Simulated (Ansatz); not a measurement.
# Pt: the cost of one run

Method: DFT PBE, scalar-relativistic, plane waves, PAW, in Ansatz 0.2.0.

The COD entry's cell or inner coordinates are ideal or old and differ from later refinements, so a difference from it is no clean test against experiment.

7 further runs of the same task are left out: 4 that didn't finish, 3 set aside as unsound or not needed.

## 1. The system as given

It takes space group Fm-3m (No. 225, cubic). The conventional cell has a = 3.970 Å, b = 3.970 Å, c = 3.970 Å, α = 90.00°, β = 90.00°, γ = 90.00°. Pt (site symmetry m-3m) is surrounded by 12 Pt at 2.81 Å.

Structure file:

```cif
data_structure
_symmetry_space_group_name_H-M 'P 1'
_symmetry_Int_Tables_number 1
_cell_length_a 2.8073
_cell_length_b 2.8073
_cell_length_c 13.7529
_cell_angle_alpha 90.000
_cell_angle_beta 90.000
_cell_angle_gamma 60.000
_cell_volume 93.86
loop_
_atom_site_label
_atom_site_type_symbol
_atom_site_fract_x
_atom_site_fract_y
_atom_site_fract_z
_atom_site_occupancy
Pt1 Pt 0.66667 0.66667 0.16667 1
Pt2 Pt 0.00000 0.00000 0.00000 1
Pt3 Pt 0.33333 0.33333 0.33333 1
Pt4 Pt 0.66667 0.66667 0.66667 1
Pt5 Pt 0.00000 0.00000 0.50000 1
Pt6 Pt 0.33333 0.33333 0.83333 1
```

It is built from the cell relaxed beforehand with the same method (15.64 Å³/atom).

## 2. The reference: the undisturbed cell on the scan's mesh

The input, input.yaml:

```yaml
crystal:
  lattice:
    - [1.9850550545, -1.9850550545, 0.0]
    - [1.9850550545, 0.0, -1.9850550545]
    - [7.9402202179, 7.9402202179, 7.9402202179]
  atoms:
    - { symbol: Pt, position: [0.6666666667, 0.6666666667, 0.1666666667] }
    - { symbol: Pt, position: [0.0, 0.0, 0.0] }
    - { symbol: Pt, position: [0.3333333333, 0.3333333333, 0.3333333333] }
    - { symbol: Pt, position: [0.6666666667, 0.6666666667, 0.6666666667] }
    - { symbol: Pt, position: [0.0, 0.0, 0.5] }
    - { symbol: Pt, position: [0.3333333333, 0.3333333333, 0.8333333333] }
basis:
  ecutwfc: 420
kpoints:
  mp_grid: { grid: [24, 24, 5] }
hamiltonian:
  xc: pbe
scf:
  occupations: { method: gaussian, width: 0.15 }
output:
  forces: true
  stress: true
  eigenvalues: true
```

Started as:

```sh
$ ansatz run input.yaml --threads 2 --pin off --max-ram 5120MiB --backend cpu --events-out ev --progress --plain --runs-dir out
```

What time and memory should one allow on 2 threads of Arm Neoverse V2, shared host?

About 34 s, with a peak of 1.2 GiB.
